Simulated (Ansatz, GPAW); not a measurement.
Given: the input of a run of GPAW 26.7.0 (ASE script) on V. 

run.py

```python
from ase.dft.bandgap import bandgap
from ase.io import read, write
from ase.units import Bohr, GPa
from gpaw import GPAW, PW
from gpaw.elf import elf_from_dft_calculation

atoms = read('V.xyz')
atoms.set_initial_magnetic_moments([2.0])

calc = GPAW(mode=PW(600),
            xc='PBE',
            kpts={'size': (12, 12, 12), 'gamma': True},
            occupations={'name': 'methfessel-paxton', 'order': 0, 'width': 0.025},
            nbands=15,
            convergence={'density': 1e-05, 'energy': 1e-05},
            maxiter=150,
            txt='gpaw.txt')
atoms.calc = calc
energy = atoms.get_potential_energy()
forces = atoms.get_forces()
stress = atoms.get_stress()
calc.write('gs.gpw')
write('result.traj', atoms)
print(f'Energy: {energy:.6f} eV')
print('Forces (eV/A):')
print(forces.round(4))
print('Stress (GPa):', (stress / GPa).round(3))
print('Moments:', calc.get_magnetic_moments().round(3))
print('Fermi level:', round(calc.get_fermi_level(), 4), 'eV')
print(f'Gap: {bandgap(calc)[0]:.4f} eV, direct: {bandgap(calc, direct=True)[0]:.4f} eV')

# fields on the real-space grid
write('density.cube', atoms, data=calc.get_pseudo_density() * Bohr**3)
write('potential.cube', atoms, data=calc.get_electrostatic_potential())
write('spin.cube', atoms, data=(calc.get_pseudo_density(spin=0) - calc.get_pseudo_density(spin=1)) * Bohr**3)
write('elf.cube', atoms, data=elf_from_dft_calculation(calc).data)
```

Contents of V.xyz:

```xyz
1
Lattice="-1.5143500000 1.5143500000 1.5143500000 1.5143500000 -1.5143500000 1.5143500000 1.5143500000 1.5143500000 -1.5143500000" Properties=species:S:1:pos:R:3 pbc="T T T"
V      0.0000000000      0.0000000000      0.0000000000
```

Potentials or basis: GPAW PAW data sets (gpaw-data 1.2.1), pw.

Run with:

```bash
$ OMP_NUM_THREADS=1 python run.py
```

Question: Translate it to Ansatz 0.2.0. Potentials or basis there: all-electron LAPW, scalar-relativistic.

Answer: As run (cutoffs and basis follow the program's own potentials, and thresholds, step limits or extra output files can differ):

File input.yaml:

```yaml
crystal:
  lattice:
    - [-1.51435, 1.51435, 1.51435]
    - [1.51435, -1.51435, 1.51435]
    - [1.51435, 1.51435, -1.51435]
  atoms:
    - { symbol: V, position: [0.0, 0.0, 0.0], spin: 2.0 }
kpoints:
  mp_grid: { grid: [12, 12, 12] }
scf:
  occupations: { method: gaussian, width: 0.025 }
hamiltonian:
  xc: pbe
  pseudopotentials: { kind: all_electron, lapw: { basis_error: 0.001 } }
magnetization:
  spin_polarized: true
output:
  forces: true
  stress: true
  eigenvalues: true
```

Potentials or basis: all-electron LAPW, scalar-relativistic.

Run with:

```sh
$ ansatz run input.yaml --threads 2 --pin off --max-ram 6144MiB --backend cpu --events-out ev --progress --plain --runs-dir out
```

Both were run:

|  | GPAW | Ansatz |
| --- | --- | --- |
| Pressure | -4.2 GPa | -5.3 GPa |
| Net moment | 0.11 μB per cell | 0.12 μB per cell |

Where Ansatz's input types no cutoff or centring, it takes its own default and a Γ-centred mesh.

The magnetic state is the one that the start led to; the real crystal's order can differ.

Pressure is positive in compression.
